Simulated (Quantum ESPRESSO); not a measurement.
NiO:

```xyz
2
Lattice="2.5046 0.0000 0.0000 0.0000 2.5046 0.0000 0.0000 0.0000 2.5046" Properties=species:S:1:pos:R:3 pbc="T T T"
Ni    0.0000    0.0000    0.0000
O     1.2523    1.2523    1.2523
```

Measurements of this composition are mostly on another form, of space group No. 225.

* Program: Quantum ESPRESSO 7.5
* Task: single point
* Functional: PBE
* Potentials or basis: SSSP 1.3 efficiency PBE
* Cutoff: 748 eV
* Density cutoff: 5987 eV
* k mesh: 11 × 11 × 11
* Occupations: fermi-dirac, width 0.05 eV
* Spin: collinear spin, ferromagnetic start
* Starting moments: [1.0, 0.0] μB

On this cell: pressure 29.0 GPa; largest force zero by symmetry; net moment 1.52 μB per cell; site moments Ni +1.16; O +0.38 μB; band gap on the k mesh none (metal or under the smearing width).

The same run follows on a disturbed copy (atoms moved at random, drawn with an rms of 0.05 Å):

```
Ni O
1.0
     2.50462    0.00000    0.00000
     0.00000    2.50462    0.00000
     0.00000    0.00000    2.50462
Ni O
1 1
Cartesian
  0.0329 0.0070 -0.0094
  1.2109 1.2581 1.2532
```

Task: What does the disturbed cell give?

Result: The energy (extrapolated to zero smearing) moves by +1.5 meV/atom; pressure 30.1 GPa; largest force 0.075 eV/Å; net moment 1.59 μB per cell; site moments Ni +1.20; O +0.40 μB; band gap on the k mesh none (metal or under the smearing width).

Forces in eV/Å, atoms in the order of the input:
```
Ni  -0.074 -0.001  0.012
O    0.074  0.001 -0.012
```

Stress tensor (GPa, compression positive):
```
29.86  0.01 -0.07
 0.01 30.17  0.00
-0.07  0.00 30.16
```

Caveats: a cell with one magnetic atom can't hold antiferromagnetic order, which such compounds often take; semilocal functionals often make such compounds metallic where correlation or magnetic order opens a gap, which also shifts bond lengths; a pressure of tens of GPa on the cell as given is suspect, and the run, the potentials or the cell itself is likely at fault (some runs).
